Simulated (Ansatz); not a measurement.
Level of theory: Ansatz 0.2.0, DFT PBE, scalar-relativistic, plane waves, PAW. All cells share a 420 eV cutoff and Γ-centred k meshes spaced at most about 0.3 Å⁻¹ (about 0.25 or finer for metals, 2π included). No spin polarisation.

All energies are static (0 K, no zero-point motion).

Compare these two cells of Te5Mo, each relaxed at this level.

A. Space group P-62m (No. 189), hexagonal, a = 8.343 Å, c = 3.259 Å. Te on a site of symmetry m2m has 2 Mo at 2.71 Å, 2 Te at 3.26 Å, 4 Te at 3.54 Å and 2 Te at 3.74 Å; around Te on a site of symmetry -6 lie 2 Te at 3.26 Å and 6 Te at 3.54 Å; Mo has 6 Te at 2.71 Å and 2 Mo at 3.26 Å.

B. Space group P4/mmm (No. 123), tetragonal, a = 8.262 Å, c = 3.142 Å. Around Te on a site of symmetry m2m lie 2 Mo at 2.82 Å, 4 Te at 3.14–3.31 Å and 1 Te at 3.58 Å; Te on a site of symmetry 4/mmm is surrounded by 2 Te at 3.14 Å; around Mo lie 8 Te at 2.82 Å and 2 Mo at 3.14 Å.

Question: Which is lower in energy, and by how much?

Answer: A is lower, by 99 meV/atom. A has space group P-62m (No. 189), 32.7 Å³/atom and no gap on its mesh; B has space group P4/mmm (No. 123), 35.7 Å³/atom and no gap. Counting Te atoms around Mo (those within 1.25 times the shortest such distance or 1.15 times the sum of covalent radii, 1.27 where that leaves under three), A has Mo 6 and B has Mo 8. Even the lower one lies +0.22 eV/atom against the reference forms of the elements (uncorrected), so neither is stable at this level. Both come from invented guesses. The lowest form computed isn't among them: it has space group P-6m2 (No. 187), 30.2 Å³/atom and lies 180 meV/atom below the best shown.

Weakly bound directions are ill-defined at this level, which has no dispersion term (P-62m, P4/mmm), and this can change margins and order among such cells. These runs have no spin–orbit coupling, which can matter for Te. Cells relaxed within their symmetry can be saddle points. Some structure types and database cells were kept out of the candidates from the start, so a known form may be missing.
